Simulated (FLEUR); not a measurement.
# 2 ML Ni on Ru(0001), hcp site, 3 substrate layers: parallel and opposed starts, part 2 of 2

Does 2 ML Ni on Ru(0001), hcp site, 3 substrate layers prefer parallel or opposed moments?

FLEUR MaX-R8.1; PBE; all-electron FLAPW film, Dirac cores, scalar-relativistic bands.

So far. Step 2 (Order 1, typed as ferro ++): After 79 cycles the largest moment stands at 0.748 μB.

## (4) Start 3: no spin polarisation

Without spin polarisation no moment can form, so the difference from the other runs is what forming moments gains.

inp.xml reads:

```
<?xml version="1.0" encoding="UTF-8" standalone="no"?>
<fleurInput fleurInputVersion="0.39">
   <comment>
      Ni2Ru3
   </comment>
   <calculationSetup>
      <cutoffs Kmax="3.68" Gmax="11.0" GmaxXC="11.0" numbands="0"/>
      <scfLoop itmax="120" minDistance="0.00002" maxIterBroyd="15" imix="Anderson" alpha="0.03" precondParam="0.0" spinf="2.0" sdNocoIR="T"/>
      <coreElectrons ctail="T" frcor="F" kcrel="0" coretail_lmax="0"/>
      <xcFunctional name="pbe" relativisticCorrections="F"/>
      <magnetism jspins="1"/>
      <soc l_soc="F" theta="0.0" phi="0.0" spav="F"/>
      <expertModes spex="0" secvar="F"/>
      <geometryOptimization l_f="F" forcealpha="1.0" forcemix="BFGS" epsdisp="0.00001" epsforce="0.00001"/>
      <ldaU l_linMix="F" mixParam="0.05" spinf="1.0"/>
   </calculationSetup>
   <cell>
      <bzIntegration valenceElectrons="78.0" mode="hist" fermiSmearingEnergy="0.00293995">
         <kPointListSelection listName="default-1"/>
         <xi:include xmlns:xi="http://www.w3.org/2001/XInclude" href="kpts.xml"> </xi:include>
      </bzIntegration>
      <xi:include xmlns:xi="http://www.w3.org/2001/XInclude" href="sym.xml"> </xi:include>
      <filmLattice scale="1.0" dVac="21.3" dTilda="23.8">
         <bravaisMatrixFilm>
            <row-1>    5.1132214524806576    -0.0000001170874307</row-1>
            <row-2>   -2.5566106248470737     4.4281797315674236</row-2>
         </bravaisMatrixFilm>
         <vacuumEnergyParameters vacuum="1" spinUp="-.25" spinDown="-.25"/>
         <vacuumEnergyParameters vacuum="2" spinUp="-.25" spinDown="-.25"/>
      </filmLattice>
   </cell>
   <atomSpecies>
      <species name="Ruthenium (Ru)" element="Ru" atomicNumber="44">
         <mtSphere radius="2.43" gridPoints="803" logIncrement="0.016"/>
         <atomicCutoffs lmax="10" lnonsphr="8"/>
         <electronConfig flipSpins="F">
            <coreConfig>(1s1/2) (2s1/2) (2p1/2) (2p3/2) (3s1/2) (3p1/2) (3p3/2) (4s1/2) (3d3/2) (3d5/2)</coreConfig>
            <valenceConfig>(4p1/2) (4p3/2) (5s1/2) (4d3/2) (4d5/2)</valenceConfig>
            <stateOccupation state="(5s1/2)" spinUp="0.500000" spinDown="0.500000"/>
            <stateOccupation state="(4d3/2)" spinUp="1.400000" spinDown="1.400000"/>
            <stateOccupation state="(4d5/2)" spinUp="2.100000" spinDown="2.100000"/>
         </electronConfig>
         <energyParameters s="5" p="5" d="4" f="4"/>
         <lo type="SCLO" l="1" n="4" eDeriv="0"/>
      </species>
      <species name="Nickel (Ni)" element="Ni" atomicNumber="28">
         <mtSphere radius="2.23" gridPoints="737" logIncrement="0.017"/>
         <atomicCutoffs lmax="8" lnonsphr="6"/>
         <electronConfig flipSpins="F">
            <coreConfig>(1s1/2) (2s1/2) (2p1/2) (2p3/2)</coreConfig>
            <valenceConfig>(3s1/2) (3p1/2) (3p3/2) (4s1/2) (3d3/2) (3d5/2)</valenceConfig>
            <stateOccupation state="(3d3/2)" spinUp="1.600000" spinDown="1.600000"/>
            <stateOccupation state="(3d5/2)" spinUp="2.400000" spinDown="2.400000"/>
         </electronConfig>
         <energyParameters s="4" p="4" d="3" f="4"/>
         <lo type="SCLO" l="0" n="3" eDeriv="0"/>
         <lo type="SCLO" l="1" n="3" eDeriv="0"/>
      </species>
   </atomSpecies>
   <atomGroups>
      <atomGroup species="Ruthenium (Ru)">
         <filmPos label="                   1">.0000000000 .0000000000 -7.8210730570</filmPos>
         <force calculate="T" relaxXYZ="TTT"/>
      </atomGroup>
      <atomGroup species="Ruthenium (Ru)">
         <filmPos label="                   2">-1.000/3.000 1.000/3.000 -3.7752955878</filmPos>
         <force calculate="T" relaxXYZ="TTT"/>
      </atomGroup>
      <atomGroup species="Ruthenium (Ru)">
         <filmPos label="                   3">.0000000000 .0000000000 .2705239797</filmPos>
         <force calculate="T" relaxXYZ="TTT"/>
      </atomGroup>
      <atomGroup species="Nickel (Ni)">
         <filmPos label="                   4">-1.000/3.000 1.000/3.000 4.1812499507</filmPos>
         <force calculate="T" relaxXYZ="TTT"/>
      </atomGroup>
      <atomGroup species="Nickel (Ni)">
         <filmPos label="                   5">.0000000000 .0000000000 7.8210730570</filmPos>
         <force calculate="T" relaxXYZ="TTT"/>
      </atomGroup>
   </atomGroups>
   <output dos="F" band="F" slice="F">
      <bandDOS minEnergy="-.5*Htr" maxEnergy="0.5*Htr" sigma="0.015" storeEVData="T"/>
      <plotting iplot="0" polar="F">
         <plot TwoD="T" vec1="  1.0  0.0  0.0" vec2="  0.0  1.0  0.0" vec3="  0.0  0.0  1.0" zero="  0.0  0.0 -0.5" file="plot"/>
      </plotting>
      <moessbauerParams electricFieldGradient="F" isomerShift="F" coreHyperfine="F" valenceHyperfine="F"/>
   </output>
</fleurInput>
```

crystal.txt reads:

```
Ni2Ru3
&input film=T cartesian=F /
2.70580026699  -0.00000006196  0.00000000000
-1.35290007984  2.34329179976  0.00000000000
0.00000000000  0.00000000000  1.00000000000
1.8897261246
1.0 1.0 1.0

5
44 0.00000000000  0.00000000000  -7.82107305699
44 0.66666666667  0.33333333333  -3.77529558784
44 0.00000000000  0.00000000000  0.27052397965
28 0.66666666667  0.33333333333  4.18124995071
28 0.00000000000  0.00000000000  7.82107305699

&kpt div1=12 div2=12 div3=1 gamma=T /
```

Run with:

```console
OMP_NUM_THREADS=1 inpgen -f crystal.txt > inpgen.log  # inp.xml is then edited as shown
OMP_NUM_THREADS=1 mpirun -n 4 fleur_MPI > fleur.log
```

What it wrote:

```text
[banner, memory and clock lines left out]
Welcome to FLEUR        (www.flapw.de)
      MaX-Release 8.1          (www.max-centre.eu)

 ========== k-point set info ==========
 Selected k-point list: default-1
 k-point list type: mesh
 0 x 0 x 0
 Number of k points: 20

 [... set-up left out ...]
 Iteration:     1   Distance:      35.67250849 me/bohr^3
 Iteration:     2   Distance:     127.04440917 me/bohr^3
 Iteration:     3   Distance:      30.68227160 me/bohr^3
 Iteration:     4   Distance:      35.82589882 me/bohr^3
 Iteration:     5   Distance:      32.55497766 me/bohr^3
[...]
<FermiEnergy value="-0.1809977863" units="Htr"/>
         [... left out ...]
         <totalEnergy value="   -16637.1521581400" units="Htr">
            <sumOfEigenvalues value="    -9950.7340394344">
               <coreElectrons value="-9861.4295822977"/>
               <valenceElectrons value="-89.3044571368"/>
            </sumOfEigenvalues>
         [... left out ...]
            <freeEnergy value="-16637.1587958538"/>
            <extrapolationTo0K value="-16637.1554769969"/>
         </totalEnergy>
         <densityConvergence units="me/bohr^3">
            <chargeDensity spin="1" distance="0.0000131010"/>
         </densityConvergence>
      </iteration>
```

It took 1.8 min on 4 MPI ranks of Arm Neoverse V2, shared host; peak memory 0.35 GiB; 7.1 min of CPU time.

This step gave:

* free energy: -452720.1540 eV
* program's band gap on this mesh (in a metal only a level spacing): 0.02737 eV
* final state: non-magnetic (no spin polarisation)

It lies 28.2 meV a seeded atom over the first start.

## (5) Ranking

Free energies are divided by the number of seeded atoms.

Orders:

```csv
start,final state,typed order kept,energy over the lowest (meV a seeded atom),largest sphere moment (μB),net moment (μB a primitive cell),mesh matched,CPU time (s)
ferro ++,ferromagnetic,yes,0,0.7482,1.166,yes,1028
no spin polarisation,non-magnetic,-,28.19,0,0,yes,426.4
```

## (6) Spin–orbit coupling, moments along z

Spin–orbit coupling ties the spins to the lattice and lets orbital moments form.

A new self-consistent run of the start ferro ++, with the moments along z.

inp.xml reads:

```
<?xml version="1.0" encoding="UTF-8" standalone="no"?>
<fleurInput fleurInputVersion="0.39">
   <comment>
      Ni2Ru3
   </comment>
   <calculationSetup>
      <cutoffs Kmax="3.68" Gmax="11.0" GmaxXC="11.0" numbands="178"/>
      <scfLoop itmax="120" minDistance="0.00002" maxIterBroyd="15" imix="Anderson" alpha="0.03" precondParam="0.0" spinf="2.0" sdNocoIR="T"/>
      <coreElectrons ctail="T" frcor="F" kcrel="0" coretail_lmax="0"/>
      <xcFunctional name="pbe" relativisticCorrections="F"/>
      <magnetism jspins="2"/>
      <soc l_soc="T" theta="0.0" phi="0.0" spav="F"/>
      <expertModes spex="0" secvar="F"/>
      <geometryOptimization l_f="F" forcealpha="1.0" forcemix="BFGS" epsdisp="0.00001" epsforce="0.00001"/>
      <ldaU l_linMix="F" mixParam="0.05" spinf="1.0"/>
   </calculationSetup>
   <cell>
      <bzIntegration valenceElectrons="78.0" mode="hist" fermiSmearingEnergy="0.00293995">
         <kPointListSelection listName="default-1"/>
         <xi:include xmlns:xi="http://www.w3.org/2001/XInclude" href="kpts.xml"> </xi:include>
      </bzIntegration>
      <xi:include xmlns:xi="http://www.w3.org/2001/XInclude" href="sym.xml"> </xi:include>
      <filmLattice scale="1.0" dVac="21.3" dTilda="23.8">
         <bravaisMatrixFilm>
            <row-1>    5.1132214524806576    -0.0000001170874307</row-1>
            <row-2>   -2.5566106248470737     4.4281797315674236</row-2>
         </bravaisMatrixFilm>
         <vacuumEnergyParameters vacuum="1" spinUp="-.25" spinDown="-.25"/>
         <vacuumEnergyParameters vacuum="2" spinUp="-.25" spinDown="-.25"/>
      </filmLattice>
   </cell>
   <atomSpecies>
      <species name="Ruthenium (Ru)" element="Ru" atomicNumber="44">
         <mtSphere radius="2.43" gridPoints="803" logIncrement="0.016"/>
         <atomicCutoffs lmax="10" lnonsphr="8"/>
         <electronConfig flipSpins="F">
            <coreConfig>(1s1/2) (2s1/2) (2p1/2) (2p3/2) (3s1/2) (3p1/2) (3p3/2) (4s1/2) (3d3/2) (3d5/2)</coreConfig>
            <valenceConfig>(4p1/2) (4p3/2) (5s1/2) (4d3/2) (4d5/2)</valenceConfig>
            <stateOccupation state="(5s1/2)" spinUp="0.500000" spinDown="0.500000"/>
            <stateOccupation state="(4d3/2)" spinUp="1.400000" spinDown="1.400000"/>
            <stateOccupation state="(4d5/2)" spinUp="2.100000" spinDown="2.100000"/>
         </electronConfig>
         <energyParameters s="5" p="5" d="4" f="4"/>
         <lo type="SCLO" l="1" n="4" eDeriv="0"/>
      </species>
      <species name="Nickel (Ni1.000" element="Ni" atomicNumber="28">
         <mtSphere radius="2.23" gridPoints="737" logIncrement="0.017"/>
         <atomicCutoffs lmax="8" lnonsphr="6"/>
         <electronConfig flipSpins="F">
            <coreConfig>(1s1/2) (2s1/2) (2p1/2) (2p3/2)</coreConfig>
            <valenceConfig>(3s1/2) (3p1/2) (3p3/2) (4s1/2) (3d3/2) (3d5/2)</valenceConfig>
            <stateOccupation state="(3d3/2)" spinUp="1.6" spinDown="1.6"/>
            <stateOccupation state="(3d5/2)" spinUp="2.9" spinDown="1.9"/>
         </electronConfig>
         <energyParameters s="4" p="4" d="3" f="4"/>
         <lo type="SCLO" l="0" n="3" eDeriv="0"/>
         <lo type="SCLO" l="1" n="3" eDeriv="0"/>
      </species>
   </atomSpecies>
   <atomGroups>
      <atomGroup species="Ruthenium (Ru)">
         <filmPos label="                   1">.0000000000 .0000000000 -7.8210730570</filmPos>
         <force calculate="T" relaxXYZ="TTT"/>
      </atomGroup>
      <atomGroup species="Ruthenium (Ru)">
         <filmPos label="                   2">-1.000/3.000 1.000/3.000 -3.7752955878</filmPos>
         <force calculate="T" relaxXYZ="TTT"/>
      </atomGroup>
      <atomGroup species="Ruthenium (Ru)">
         <filmPos label="                   3">.0000000000 .0000000000 .2705239797</filmPos>
         <force calculate="T" relaxXYZ="TTT"/>
      </atomGroup>
      <atomGroup species="Nickel (Ni1.000">
         <filmPos label="                   4">-1.000/3.000 1.000/3.000 4.1812499507</filmPos>
         <force calculate="T" relaxXYZ="TTT"/>
      </atomGroup>
      <atomGroup species="Nickel (Ni1.000">
         <filmPos label="                   5">.0000000000 .0000000000 7.8210730570</filmPos>
         <force calculate="T" relaxXYZ="TTT"/>
      </atomGroup>
   </atomGroups>
   <output dos="F" band="F" slice="F">
      <bandDOS minEnergy="-.5*Htr" maxEnergy="0.5*Htr" sigma="0.015" storeEVData="T"/>
      <plotting iplot="0" polar="F">
         <plot TwoD="T" vec1="  1.0  0.0  0.0" vec2="  0.0  1.0  0.0" vec3="  0.0  0.0  1.0" zero="  0.0  0.0 -0.5" file="plot"/>
      </plotting>
      <moessbauerParams electricFieldGradient="F" isomerShift="F" coreHyperfine="F" valenceHyperfine="F"/>
   </output>
</fleurInput>
```

crystal.txt reads:

```
Ni2Ru3
&input film=T cartesian=F /
2.70580026699  -0.00000006196  0.00000000000
-1.35290007984  2.34329179976  0.00000000000
0.00000000000  0.00000000000  1.00000000000
1.8897261246
1.0 1.0 1.0

5
44 0.00000000000  0.00000000000  -7.82107305699
44 0.66666666667  0.33333333333  -3.77529558784
44 0.00000000000  0.00000000000  0.27052397965
28 0.66666666667  0.33333333333  4.18124995071 : 1.000
28 0.00000000000  0.00000000000  7.82107305699 : 1.000

&soc 0.0000000 0.0000000 /
&kpt div1=12 div2=12 div3=1 gamma=T /
```

What it wrote:

```text
[banner, memory and clock lines left out]
Welcome to FLEUR        (www.flapw.de)
      MaX-Release 8.1          (www.max-centre.eu)

 ========== k-point set info ==========
 Selected k-point list: default-1
 k-point list type: mesh
 0 x 0 x 0
 Number of k points: 52

 [... set-up left out ...]
 Iteration:     1   Distance:      34.28618739 me/bohr^3
 Iteration:     2   Distance:     117.73253362 me/bohr^3
 Iteration:     3   Distance:      31.76291739 me/bohr^3
 Iteration:     4   Distance:      37.40759315 me/bohr^3
 Iteration:     5   Distance:      32.74531783 me/bohr^3
 Iteration:     6   Distance:      31.62896224 me/bohr^3
 Iteration:     7   Distance:      29.36222500 me/bohr^3
 Iteration:     8   Distance:      20.79358937 me/bohr^3
 Iteration:     9   Distance:      19.79461227 me/bohr^3
 Iteration:    10   Distance:      20.34153745 me/bohr^3
[... 56 iterations left out ...]
 Iteration:    67   Distance:       0.00017572 me/bohr^3
 Iteration:    68   Distance:       0.00016758 me/bohr^3
 Iteration:    69   Distance:       0.00010948 me/bohr^3
 Iteration:    70   Distance:       0.00006872 me/bohr^3
 Iteration:    71   Distance:       0.00004388 me/bohr^3
 Iteration:    72   Distance:       0.00026200 me/bohr^3
 Iteration:    73   Distance:       0.00003082 me/bohr^3
 Iteration:    74   Distance:       0.00003910 me/bohr^3
 Iteration:    75   Distance:       0.00003937 me/bohr^3
 Iteration:    76   Distance:       0.00001643 me/bohr^3

 ********************************************************************
 Run finished successfully
 Stop message:
   all done
 ********************************************************************

--- out.xml (last complete iteration) ---
<iteration numberForCurrentRun="   76" overallNumber="   76">
         [... left out ...]
         <bandgap value="0.0069051339" units="eV"/>
         <sumValenceSingleParticleEnergies value="-89.2567210256" units="Htr"/>
         <FermiEnergy value="-0.1768275618" units="Htr"/>
         [... left out ...]
         <magneticMomentsInMTSpheres units="muBohr">
            <globalMagMoment atomType="1" vec="0.00000   0.00000  -0.01918"/>
            <globalMagMoment atomType="2" vec="0.00000   0.00000  -0.02891"/>
            <globalMagMoment atomType="3" vec="0.00000   0.00000   0.04677"/>
            <globalMagMoment atomType="4" vec="0.00000   0.00000   0.48395"/>
            <globalMagMoment atomType="5" vec="0.00000   0.00000   0.73997"/>
         </magneticMomentsInMTSpheres>
         <orbitalMomentsInMTSpheres units="muBohr">
            <globalMagMoment atomType="1" vec="0.00000   0.00000   0.00034"/>
            <globalMagMoment atomType="2" vec="0.00000   0.00000  -0.00043"/>
            <globalMagMoment atomType="3" vec="0.00000   0.00000   0.00149"/>
            <globalMagMoment atomType="4" vec="0.00000   0.00000   0.04779"/>
            <globalMagMoment atomType="5" vec="0.00000   0.00000   0.07830"/>
         </orbitalMomentsInMTSpheres>
         [... left out ...]
         <totalEnergy value="   -16637.1689069833" units="Htr">
            <sumOfEigenvalues value="    -9950.4119636924">
               <coreElectrons value="-9861.1552426668"/>
               <valenceElectrons value="-89.2567210256"/>
            </sumOfEigenvalues>
         [... left out ...]
            <freeEnergy value="-16637.1745176828"/>
            <extrapolationTo0K value="-16637.1717123330"/>
         </totalEnergy>
         <densityConvergence units="me/bohr^3">
            <chargeDensity spin="1" distance="0.0000040529"/>
            <chargeDensity spin="2" distance="0.0000135386"/>
            <overallChargeDensity distance="0.0000113814"/>
            <spinDensity distance="0.0000164288"/>
         </densityConvergence>
      </iteration>
```

The job ended after 22 min (4 MPI ranks; peak memory 0.87 GiB; 88 min of CPU time).

Spin moment in the muffin-tin sphere by atom:

| atom | spin moment in the muffin-tin sphere (μB) |
| --- | --- |
| Ru1 | -0.019 |
| Ru2 | -0.029 |
| Ru3 | 0.047 |
| Ni4 | 0.484 |
| Ni5 | 0.740 |

This step gave:

* free energy: -452720.5818 eV
* program's band gap on this mesh (in a metal only a level spacing): 0.006905 eV
* magnetization: 1.152 μB
* final state: ferromagnetic
* orbital moment along the spin: 0.0783 μB

Orbital moment in the sphere, along the spin axis by atom:

| atom | orbital moment in the sphere, along the spin axis (μB) |
| --- | --- |
| Ru1 | 0.0003 |
| Ru2 | -0.0004 |
| Ru3 | 0.0015 |
| Ni4 | 0.0478 |
| Ni5 | 0.0783 |

## (7) Summary of results

| Quantity | Value |
| --- | --- |
| lower run | with moments |
| largest site spin moment | 0.748 μB |
| next finished state | non-magnetic, 28.2 meV a seeded atom higher |
| energy gained by spin polarisation | 28.2 meV a seeded atom |
| orbital moment on the atom of largest spin, along its spin (spin–orbit run) | 0.0783 μB |

**Reading.** No opposed order could be compared. The parallel start holds moments up to 0.748 μB. Spin polarisation gains little, as in a weak itinerant magnet. 1 start gave no converged result and is missing from the ranking; where cut off, the energy had nearly settled 28 meV a seeded atom over the lowest. The orbital moment is parallel to the spin, as Hund's third rule has it for a shell over half filled. No antiferromagnetic order was obtained, so the session says nothing on how the moments order. A substrate of 3 unrelaxed layers is a model; thickness and relaxation can move these numbers.

[Logs and program files are shortened in this print: banners, set-up blocks, solver, clock and traceback lines can be left out without a mark of their own.]

[Logs are printed without paths, hosts, clocks, repeated set-up lines and the standing remarks that a program may print on its own settings, such as how far it seeks lower states.]

[Hosts, paths, dates, database ids (printed as entryN), source tags and the programs' standing remarks are cut or masked in the printed files.]

[Where a cell is said to come from a database of computed structures, the database is the Materials Project.]
